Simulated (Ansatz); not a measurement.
Relaxed structure of H2 on the (100) surface of SrO, one molecule per 53.0 Å² (the molecule's atoms stand last):

```xyz
26
Lattice="7.2816 0.0000 0.0000 0.0000 7.2816 0.0000 0.0000 0.0000 23.1489" Properties=species:S:1:pos:R:3 pbc="T T T"
Sr    1.8204    1.8204    8.0000
Sr    1.8204    5.4612    8.0000
Sr    5.4612    1.8204    8.0000
Sr    5.4612    5.4612    8.0000
O     3.6408    3.6408    8.0000
O     3.6408    0.0000    8.0000
O     0.0000    3.6408    8.0000
O     0.0000    0.0000    8.0000
Sr    3.6403    3.6392   10.5372
Sr    3.6405    0.0006   10.5353
Sr    0.0005    3.6391   10.5366
Sr    0.0004    0.0007   10.5331
O     5.4621    5.4607   10.5464
O     5.4611    1.8205   10.5482
O     1.8199    5.4607   10.5469
O     1.8209    1.8205   10.5470
Sr    5.4642    5.4650   13.0915
Sr    5.4659    1.8147   13.0978
Sr    1.8179    5.4653   13.0923
Sr    1.8149    1.8130   13.1026
O     0.0011    0.0027   13.0420
O     0.0007    3.6398   13.0423
O     3.6410    0.0007   13.0361
O     3.6445    3.6528   13.0508
H     3.4660    3.0108   15.1541
H     3.3685    2.6519   15.8304
```

The calculation used Ansatz, DFT PBE+D3(BJ), scalar-relativistic, plane waves, PAW. Plane waves to 420 eV, a k mesh through Γ of 2×2×1 on the computed 26-atom cell and Gaussian smearing (0.05 eV); no spin polarisation. The cell repeats along c with a dipole correction in the vacuum.

The slab and the molecular layer are also computed alone at these places.

Q: How does the adsorption energy per molecule split into interaction and deformation?

A: E_ads = -0.141 eV: interaction of the rigid parts -0.155 eV, deformation of the slab +0.006 eV, deformation of the molecule with its lateral interactions +0.008 eV.

Q: How much charge moves across the plane at z = 14.13 Å, midway between slab and molecule?

A: No net charge (under 0.01 e); half the integral of |Δρ| is 0.08 e.

Q: How does the density difference (whole less rigid parts, positive where electrons gather), summed over the plane, run along c?

A: (z (Å), Δρ (e/Å)): (6.08, 0.000), (6.22, 0.000), (6.37, 0.000), (6.66, 0.000), (6.80, 0.000), (6.94, 0.000), (7.09, 0.000), (7.38, 0.000), (7.52, 0.000), (7.67, 0.000), (7.81, 0.000), (7.96, 0.000), (8.25, 0.000), (8.39, 0.001), (8.54, 0.001), (8.68, 0.001), (8.83, 0.001), (9.11, 0.000), (9.26, 0.000), (9.40, 0.000), (9.55, 0.000), (9.84, 0.000), (9.98, 0.000), (10.13, 0.000), (10.27, -0.001), (10.42, -0.001), (10.71, 0.001), (10.85, 0.003), (11.00, 0.003), (11.14, 0.003), (11.43, 0.001), (11.57, 0.001), (11.72, 0.001), (11.86, 0.000), (12.01, 0.000), (12.30, 0.000), (12.44, 0.001), (12.59, 0.001), (12.73, 0.000), (12.88, -0.006), (13.17, 0.002), (13.31, 0.014), (13.46, 0.014), (13.60, 0.007), (13.89, -0.010), (14.03, -0.016), (14.18, -0.020), (14.32, -0.024), (14.47, -0.029), (14.76, -0.039), (14.90, -0.044), (15.05, -0.046), (15.19, -0.040), (15.48, -0.004), (15.63, 0.017), (15.77, 0.034), (15.91, 0.042), (16.06, 0.042), (16.35, 0.030), (16.49, 0.024), (16.64, 0.018), (16.78, 0.013), (16.93, 0.010), (17.22, 0.005), (17.36, 0.004), (17.51, 0.003), (17.65, 0.002), (17.94, 0.001), (18.09, 0.001), (18.23, 0.001)